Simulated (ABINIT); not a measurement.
Runs of ABINIT 10.8.3 (patched build) on MgO2. It takes space group Pa-3 (No. 205, cubic). The conventional cell has a = 4.829 Å, b = 4.829 Å, c = 4.829 Å, α = 90.00°, β = 90.00°, γ = 90.00°. Around Mg (site symmetry -3) lie 6 O at 2.07 Å. Around O (site symmetry 3) lie 1 O at 1.50 Å. The cell is a database's computed one.

| task | level | k mesh | cutoff (eV) | fine-grid cutoff | mesh quality | gap on the mesh (eV) | pressure (GPa) | largest force (eV/Å) |
| --- | --- | --- | --- | --- | --- | --- | --- | --- |
| single point | LDA | 2 × 2 × 2 | 626 | 1224.51 eV | coarse | 3.83 | -5.4 | 0.61 |
| single point | LDA | 5 × 5 × 5 | 626 | 1224.51 eV | not flagged | (b) | -5.5 | 0.61 |
| single point | LDA | 4 × 4 × 4 | 626 | 1224.51 eV | not flagged | 3.76 | -5.5 | 0.61 |
| band structure | TB-mBJ | 3 × 3 × 3 | 762 | 1360.57 eV | coarse | (a) | - | - |

Alike in all rows: potentials or basis JTH PAW LDA v2.0; no spin polarisation; cell as given; smearing fermi-dirac 0.05 eV.

**Question.** Estimate the missing entries.

**Answer.** (a) 6.66; (b) 3.78.

Caveats: some runs use coarse meshes; an odd mesh through Γ misses points on the zone boundary, where band edges often lie (some runs); the constant c of TB-mBJ comes from the pseudo density here, which moves gaps by up to 0.3 eV between sets of potentials (some runs); the PAW data sets were made with another functional, which shifts forces and pressure a little (some runs).

Not every run made on this cell is shown here.
